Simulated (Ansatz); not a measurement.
Input of an Ansatz 0.2.0 run:

input.yaml

```yaml
crystal:
  lattice:
    - [3.798, 0.0, 0.0]
    - [-1.899, 3.2891644836, 0.0]
    - [0.0, 0.0, 6.192]
  atoms:
    - { symbol: Zr, position: [0.0, 0.0, 0.0] }
    - { symbol: Se, position: [0.6666666667, 0.3333333333, 0.75] }
    - { symbol: Se, position: [0.3333333333, 0.6666666667, 0.25] }
hamiltonian:
  xc: pbe
  pseudopotentials: { kind: paw }
kpoints:
  mp_grid: { grid: [8, 8, 5] }
scf:
  occupations: { method: gaussian, width: 0.013 }
output:
  forces: true
  stress: true
  eigenvalues: true
```

Potentials or basis: Ansatz PAW.

Launch:

```sh
$ ansatz run input.yaml --threads 2 --pin off --max-ram 5632MiB --backend cpu --events-out ev --progress --plain --runs-dir out
```

Question: Estimate the pressure.

Answer: 1.9 GPa.

Question: Predict the band gap on the k mesh.

Answer: 0.41 eV, indirect (least direct gap 1.05 eV).

Question: Predict the largest force.

Answer: 0.283 eV/Å.

Forces in eV/Å, atoms in the order of the input:
```
Zr   0.000  0.000  0.000
Se   0.000  0.000 -0.283
Se   0.000  0.000  0.283
```

Caveat: odd divisions of the mesh miss points on the zone boundary, where band edges often lie, so the gap on the mesh can be too wide; this functional lacks dispersion, which binds the layers, so the pressure and a relaxed spacing across them are unreliable.

The gap isn't set beside the measured one, since this odd mesh misses points on the zone boundary.
